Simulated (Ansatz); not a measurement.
Results of LDA (plane waves, PAW; Ansatz, a program for electronic structure) for zinc-blende InN (metastable phase).

Numerical settings: plane-wave cutoff 520 eV, 24×24×24 k mesh, Fermi–Dirac smearing 0.05 eV, perturbation theory, scalar-relativistic PAW data made under PBE.

Cell (relaxed at this level):

```cif
data_In4N4
_chemical_formula_sum 'In4 N4'
_space_group_name_H-M_alt 'F-43m'
_space_group_IT_number 216
_space_group_name_Hall 'F -4 2 3'
_cell_length_a 4.94028
_cell_length_b 4.94028
_cell_length_c 4.94028
_cell_angle_alpha 90.000
_cell_angle_beta 90.000
_cell_angle_gamma 90.000
loop_
_atom_site_label
_atom_site_type_symbol
_atom_site_symmetry_multiplicity
_atom_site_Wyckoff_symbol
_atom_site_fract_x
_atom_site_fract_y
_atom_site_fract_z
_atom_site_occupancy
In1 In 4 a 0.00000 0.00000 0.00000 1
N1 N 4 c 0.25000 0.25000 0.25000 1
```
(The calculation used a cell of 2 atoms; values per cell refer to that cell.)

Predict the zone-centre TO phonon frequency.


- zone-centre TO phonon frequency: 468 cm⁻¹

Note: the solid has no gap at this level, which affects its response.

Spin–orbit coupling is not included.
